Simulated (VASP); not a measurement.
# FeSi (P2_13) in VASP: single point with HSE06

Aim: the single point of FeSi with HSE06.

Program: VASP 6.6.1. These are calculated values, not measurements. Logs are shortened: lines on timing, memory, paths and dates and some standing lists are left out, and cuts for length are marked.

## (1) The structure

Symmetry: P2_13, No. 198, cubic system. Conventional cell: a = 4.406 Å, b = 4.406 Å, c = 4.406 Å, α = 90.00°, β = 90.00°, γ = 90.00°. Around Fe (site symmetry 3) lie 7 Si at 2.26 to 2.47 Å. Si (site symmetry 3) is surrounded by 7 Fe at 2.26 to 2.47 Å.

The cell is a database's computed one.

## (2) Single point, HSE06, collinear spin, ferromagnetic start

The input, POSCAR:

```
FeSi
1.0
    4.4064300000      0.0000000000      0.0000000000
    0.0000000000      4.4064300000      0.0000000000
    0.0000000000      0.0000000000      4.4064300000
Fe Si
4 4
Direct
    0.8626200000      0.6373800000      0.3626200000
    0.6373800000      0.3626200000      0.8626200000
    0.3626200000      0.8626200000      0.6373800000
    0.1373800000      0.1373800000      0.1373800000
    0.1588400000      0.3411600000      0.6588400000
    0.3411600000      0.6588400000      0.1588400000
    0.6588400000      0.1588400000      0.3411600000
    0.8411600000      0.8411600000      0.8411600000
```

The input, INCAR.step1:

```
PREC     = Accurate       # precision mode
ENCUT    = 520            # plane-wave cutoff, eV
EDIFF    = 1E-5           # SCF threshold, eV
ISMEAR   = 0              # smearing method
SIGMA    = 0.1            # smearing width, eV
LREAL    = False          # projectors in reciprocal space
LASPH    = True           # aspherical terms in the spheres
NELM     = 150            # most SCF steps
ALGO     = Normal         # electronic algorithm
ISIF     = 2              # what is computed and relaxed
LWAVE    = True           # write WAVECAR
LCHARG   = False          # write CHGCAR
ISPIN    = 2              # spin polarisation
MAGMOM   = 3 3 3 3 0 0 0 0 # initial moments
LORBIT   = 11             # projections on sites
LMAXMIX  = 4              # l up to which the mixer works
NBANDS   = 38             # bands
GGA      = PE             # functional
```

The input, INCAR.step2:

```
PREC     = Accurate       # precision mode
ENCUT    = 520            # plane-wave cutoff, eV
EDIFF    = 1E-7           # SCF threshold, eV
ISMEAR   = 0              # smearing method
SIGMA    = 0.1            # smearing width, eV
LREAL    = False          # projectors in reciprocal space
LASPH    = True           # aspherical terms in the spheres
NELM     = 150            # most SCF steps
ALGO     = Normal         # electronic algorithm
ISIF     = 2              # what is computed and relaxed
LWAVE    = False          # write WAVECAR
LCHARG   = False          # write CHGCAR
ISPIN    = 2              # spin polarisation
MAGMOM   = 3 3 3 3 0 0 0 0 # initial moments
LORBIT   = 11             # projections on sites
LMAXMIX  = 4              # l up to which the mixer works
GGA      = PE             # functional
LHFCALC  = True           # exact exchange
HFSCREEN = 0.2            # screening, 1/A
PRECFOCK = Fast         
NBANDS   = 38             # bands
ISTART   = 1
```

The input, KPOINTS:

```
regular mesh
0
Gamma
  4 4 4
```

Potentials or basis: VASP PAW PBE potentials, release 64 (Fe, Si).

The run is started by

```
cat potpaw_PBE.64/Fe/POTCAR potpaw_PBE.64/Si/POTCAR > POTCAR
cp INCAR.step1 INCAR
mpirun -np 1 vasp_std > vasp.out
cp INCAR.step2 INCAR
mpirun -np 1 vasp_std > vasp.out
```

OUTCAR:

```text
PREC = Accurate
   ENCUT = 520
   EDIFF = 1E-7
   ISMEAR = 0
   LREAL = False
   LASPH = True
   NELM = 150
   ISIF = 2
   ISPIN = 2
   LORBIT = 11
   GGA = PE
   LHFCALC = True
   HFSCREEN = 0.2
   PRECFOCK = Fast
   ISTART = 1

 ion  position               nearest neighbor table
   1  0.863  0.637  0.363-   5 2.26   6 2.29   7 2.29   8 2.29   7 2.47   8 2.47   6 2.47   2 2.70
                             2 2.70   3 2.70   4 2.70   3 2.70   4 2.70
   2  0.637  0.363  0.863-   6 2.26   5 2.29   7 2.29   8 2.29   5 2.47   7 2.47   8 2.47   1 2.70
                             1 2.70   3 2.70   3 2.70   4 2.70   4 2.70
   3  0.363  0.863  0.637-   7 2.26   6 2.29   5 2.29   8 2.29   6 2.47   5 2.47   8 2.47   1 2.70
                             4 2.70   2 2.70   2 2.70   1 2.70   4 2.70
   4  0.137  0.137  0.137-   8 2.26   6 2.29   7 2.29   5 2.29   6 2.47   5 2.47   7 2.47   2 2.70
                             3 2.70   1 2.70   3 2.70   1 2.70   2 2.70
   5  0.159  0.341  0.659-   1 2.26   2 2.29   3 2.29   4 2.29   3 2.47   4 2.47   2 2.47   8 2.73
                             6 2.73   6 2.73   8 2.73   7 2.73   7 2.73
   6  0.341  0.659  0.159-   2 2.26   1 2.29   3 2.29   4 2.29   1 2.47   3 2.47   4 2.47   8 2.73
                             5 2.73   5 2.73   7 2.73   7 2.73   8 2.73
   7  0.659  0.159  0.341-   3 2.26   2 2.29   1 2.29   4 2.29   2 2.47   1 2.47   4 2.47   8 2.73
                             8 2.73   5 2.73   6 2.73   6 2.73   5 2.73
   8  0.841  0.841  0.841-   4 2.26   2 2.29   3 2.29   1 2.29   2 2.47   1 2.47   3 2.47   5 2.73
                             6 2.73   7 2.73   7 2.73   5 2.73   6 2.73

  LATTYP: Found a simple cubic cell.
 ALAT       =     4.4064300000

  Lattice vectors:

 A1 = (   4.4064300000,   0.0000000000,   0.0000000000)
 A2 = (   0.0000000000,   4.4064300000,   0.0000000000)
 A3 = (   0.0000000000,   0.0000000000,   4.4064300000)

Analysis of symmetry for initial positions (statically):
=====================================================================
 Subroutine PRICEL returns:
 Original cell was already a primitive cell.

 Routine SETGRP: Setting up the symmetry group for a
 simple cubic supercell.

 Subroutine GETGRP returns: Found 12 space group operations
 (whereof  3 operations were pure point group operations)
 out of a pool of 48 trial point group operations.

The static configuration has the point symmetry C_3 .
 The point group associated with its full space group is T   .

Analysis of symmetry for dynamics (positions and initial velocities):
=====================================================================
 Subroutine PRICEL returns:
 Original cell was already a primitive cell.

 Routine SETGRP: Setting up the symmetry group for a
 simple cubic supercell.

 Subroutine GETGRP returns: Found 12 space group operations
 (whereof  3 operations were pure point group operations)
 out of a pool of 48 trial point group operations.

The dynamic configuration has the point symmetry C_3 .
 The point group associated with its full space group is T   .

Analysis of structural, dynamic, and magnetic symmetry:
=====================================================================
 Subroutine PRICEL returns:
 Original cell was already a primitive cell.

 Routine SETGRP: Setting up the symmetry group for a
 simple cubic supercell.

 Subroutine GETGRP returns: Found 12 space group operations
 (whereof  3 operations were pure point group operations)
 out of a pool of 48 trial point group operations.

The overall configuration has the point symmetry C_3 .
 The point group associated with its full space group is T   .

 Subroutine INISYM returns: Found 12 space group operations
 (whereof  3 operations are pure point group operations),
 and found     1 'primitive' translations

----------------------------------------------------------------------------------------

                                     Primitive cell

  volume of cell :      85.5580

  direct lattice vectors                    reciprocal lattice vectors
     4.406430000  0.000000000  0.000000000     0.226941084  0.000000000  0.000000000
     0.000000000  4.406430000  0.000000000     0.000000000  0.226941084  0.000000000
     0.000000000  0.000000000  4.406430000     0.000000000  0.000000000  0.226941084

  length of vectors
[... 79 lines left out ...]
   NELM   =    150;   NELMIN=  2; NELMDL=  0     # of ELM steps
   EDIFF  = 0.1E-06   stopping-criterion for ELM
   LREAL  =      F    real-space projection
   EDIFFG = 0.1E-05   stopping-criterion for IOM
   NSW    =      0    number of steps for IOM
   IBRION =     -1    ionic relax: 0-MD 1-quasi-New 2-CG
   NFREE  =      0    steps in history (QN), initial steepest desc. (CG)
   ISIF   =      2    stress and relaxation
   ISYM   =      3    0-nonsym 1-usesym 2-fastsym
   POTIM  = 0.5000    time-step for ionic-motion
   TEBEG  =    0.0;   TEEND  =   0.0 temperature during run
   PSTRESS=    0.0 pullay stress
   NELECT =      48.0000    total number of electrons
   NUPDOWN=      -1.0000    fix difference up-down
   EMIN   =  10.00;   EMAX   =-10.00  energy-range for DOS
   EFERMI =   0.00;   METHOD = LEGACY
   ISMEAR =     0;   SIGMA  =   0.10  broadening in eV -4-tet -1-fermi 0-gaus
   EFERMI_NEDOS =   21; number of points for ismear=-14 and -15
   IALGO  =     38    algorithm
   IMIX   =      1    mixing-type and parameters
     AMIX     =   0.40;   BMIX     =  1.00
     AMIX_MAG =   1.60;   BMIX_MAG =  1.00
  volume/ion in A,a.u.               =      10.69        72.17
  Fermi-wavevector in a.u.,A,eV,Ry     =   1.350211  2.551529 24.804377  1.823070
  Thomas-Fermi vector in A             =   2.477734
   LORBIT       =     11    0 simple, 1 ext, 2 COOP (PROOUT), +10 PAW based schemes
   GGA     = PE    functional components
   LHFCALC =     T    Hartree Fock is set to
   PRECFOCK=fast      Normal, Fast or Accurate (Low or Medium for compatibility)
   ENCUT4O =  -1.0   cutoff for four orbital integrals eV
   NKREDX  =     1    reduce k-point grid by
   NKREDY  =     1    reduce k-point grid by
   NKREDZ  =     1    reduce k-point grid by
   AEXX    =    0.2500 exact exchange contribution
   HFSCREEN=    0.2000 screening length (either q_TF or 0.3 A-1)
   HFSCREENC=   0.2000 screening length for correlation (either q_TF or 0.3 A-1)
   ENCUTFOCK=  -1.0 apply spherical cutoff to Coloumb kernel
   IVDW    =     0    specifies the selected vdW correction
   LEPSILON=     F    determine dielectric tensor
   LRPA    =     F    only Hartree local field effects (RPA)
 spin polarized calculation
 Gauss-broadening in eV      SIGMA  =   0.10
  energy-cutoff  :      520.00
  volume of cell :       85.56
 maximum number of plane-waves:      2325
 NGX is ok and might be reduce to    36
  NGX = 18; NGY = 18; NGZ = 18

 number of electron      48.0000007 magnetization       0.0000019

 number of electron      48.0000007 magnetization      -0.0000011

 Free energy of the ion-electron system (eV)
  ---------------------------------------------------
  ext. energy  EPLUGINS =         0.00000000
  ---------------------------------------------------
  free energy    TOTEN  =       -71.49347156 eV

  energy without entropy =      -71.49347156  energy(sigma->0) =      -71.49347156

 E-fermi :   9.8350     XC(G=0): -10.5296

 val. band max:        9.3622863488   @ k =   0.2500   0.0000   0.0000
 cond. band min:      10.8356896173   @ k =   0.2500   0.2500   0.0000
 fundamental gap:      1.4734032685
 Fermi energy:         9.8349913393

 spin component 1

 k-point     1 :       0.0000    0.0000    0.0000
  band No.  band energies     occupation
      1      -5.2361      1.00000
      2       0.6968      1.00000
      3       0.6968      1.00000
      4       0.6968      1.00000
      5       3.9439      1.00000
      6       3.9439      1.00000
[... 418 lines left out ...]
     35      16.9946      0.00000
     36      16.9946      0.00000
 Fermi energy:         9.8349913393

 spin component 2

 k-point     1 :       0.0000    0.0000    0.0000
  band No.  band energies     occupation
      1      -5.2361      1.00000
      2       0.6968      1.00000
      3       0.6968      1.00000
      4       0.6968      1.00000
      5       3.9439      1.00000
      6       3.9439      1.00000
[... 418 lines left out ...]
     35      16.9946      0.00000
     36      16.9946      0.00000
 [bands above 36 left out]

------------------------ aborting loop because EDIFF is reached ----------------------------------------

  FORCE on cell =-STRESS in cart. coord.  units (eV):
  Direction    XX          YY          ZZ          XY          YZ          ZX
  --------------------------------------------------------------------------------------
  -------------------------------------------------------------------------------------
  Total       -2.2934595     -2.2934595     -2.2934595     -0.0000000      0.0000000      0.0000000
  in kB      -42.9478102    -42.9478102    -42.9478102     -0.0000000      0.0000000      0.0000000
  external PRESSURE =     -42.9478102 kB  Pullay stress =       0.0000000 kB

 VOLUME and BASIS-vectors are now :
 -----------------------------------------------------------------------------
  energy-cutoff  :      520.00
  volume of cell :       85.56
      direct lattice vectors                 reciprocal lattice vectors
     4.406430000  0.000000000  0.000000000     0.226941084  0.000000000  0.000000000
     0.000000000  4.406430000  0.000000000     0.000000000  0.226941084  0.000000000
     0.000000000  0.000000000  4.406430000     0.000000000  0.000000000  0.226941084

 POSITION                                       TOTAL-FORCE (eV/Angst)
 -----------------------------------------------------------------------------------
      3.80107      2.80857      1.59786         0.110859     -0.110859      0.110859
      2.80857      1.59786      3.80107        -0.110859      0.110859      0.110859
      1.59786      3.80107      2.80857         0.110859      0.110859     -0.110859
      0.60536      0.60536      0.60536        -0.110859     -0.110859     -0.110859
      0.69992      1.50330      2.90313         0.003398     -0.003398      0.003398
      1.50330      2.90313      0.69992        -0.003398      0.003398      0.003398
      2.90313      0.69992      1.50330         0.003398      0.003398     -0.003398
      3.70651      3.70651      3.70651        -0.003398     -0.003398     -0.003398
 -----------------------------------------------------------------------------------
    total drift:                               -0.000001     -0.000001     -0.000000

  FREE ENERGIE OF THE ION-ELECTRON SYSTEM (eV)
  ---------------------------------------------------
  free  energy   TOTEN  =       -71.4934715597 eV

  energy  without entropy=      -71.4934715597  energy(sigma->0) =      -71.49347156

 total charge

# of ion       s       p       d       tot
------------------------------------------
    1        0.456   0.708   6.647   7.811
    2        0.456   0.708   6.647   7.811
    3        0.456   0.708   6.647   7.811
    4        0.456   0.708   6.647   7.811
    5        0.743   0.913   0.000   1.656
    6        0.743   0.913   0.000   1.656
    7        0.743   0.913   0.000   1.656
    8        0.743   0.913   0.000   1.656
--------------------------------------------------
tot          4.794   6.484  26.588  37.866

 magnetization (x)

# of ion       s       p       d       tot
------------------------------------------
    1        0.000   0.000  -0.000  -0.000
    2        0.000   0.000  -0.000  -0.000
    3        0.000   0.000  -0.000  -0.000
    4        0.000   0.000  -0.000  -0.000
    5        0.000   0.000   0.000   0.000
    6        0.000   0.000   0.000   0.000
    7        0.000   0.000   0.000   0.000
    8        0.000   0.000   0.000   0.000
--------------------------------------------------
tot          0.000   0.000  -0.000   0.000
```

Run time: 2.6 h. Hardware: 1 thread of Intel Xeon Platinum 8375C at 2.90GHz (Ice Lake), shared host; peak memory 0.4 GiB.

Results:

```yaml
Free_energy: -71.4935 eV
Pressure: -4.3 GPa
Largest_force: 0.192 eV/Å
Band_gap_on_the_k_mesh: 1.47 eV, indirect (least direct gap 1.54 eV)
Net_moment: 0.00 μB per cell
Valence_electrons_inside_the_program's_atomic_spheres: Fe 7.81; Si 1.66
```

Forces in eV/Å, atoms in the order of the input:
```
Fe   0.111 -0.111  0.111
Fe  -0.111  0.111  0.111
Fe   0.111  0.111 -0.111
Fe  -0.111 -0.111 -0.111
Si   0.003 -0.003  0.003
Si  -0.003  0.003  0.003
Si   0.003  0.003 -0.003
Si  -0.003 -0.003 -0.003
```

Levels at points of the mesh, in eV from the valence-band top:
Spin up:
```
           k point  band 20  band 21  band 22  band 23  band 24  band 25  band 26  band 27  band 28  band 29
(0.00, 0.00, 0.00)    -0.55    -0.55    -0.55    -0.48    -0.48     1.91     1.91     1.91     4.15     4.15
(0.50, 0.00, 0.00)    -1.59    -0.87    -0.87    -0.25    -0.25     1.55     1.55     2.94     2.94     3.51
(0.50, 0.50, 0.00)    -1.40    -1.16    -1.16    -0.67    -0.67     1.91     1.91     2.61     2.61     3.91
(0.50, 0.50, 0.50)    -1.13    -0.87    -0.87    -0.87    -0.87     1.92     1.92     1.92     1.92     7.17
```
Spin down:
```csv
k point,band 22,band 23,band 24,band 25,band 26,band 27
"(0.00, 0.00, 0.00)",-0.55,-0.48,-0.48,1.91,1.91,1.91
"(0.50, 0.00, 0.00)",-0.87,-0.25,-0.25,1.55,1.55,2.94
"(0.50, 0.50, 0.00)",-1.16,-0.67,-0.67,1.91,1.91,2.61
"(0.50, 0.50, 0.50)",-0.87,-0.87,-0.87,1.92,1.92,1.92
```

Caveat: the starting moments collapsed, and a magnetic state may lie lower; the PAW data sets were made with another functional, which shifts forces and pressure a little. A k mesh can miss the band edges.
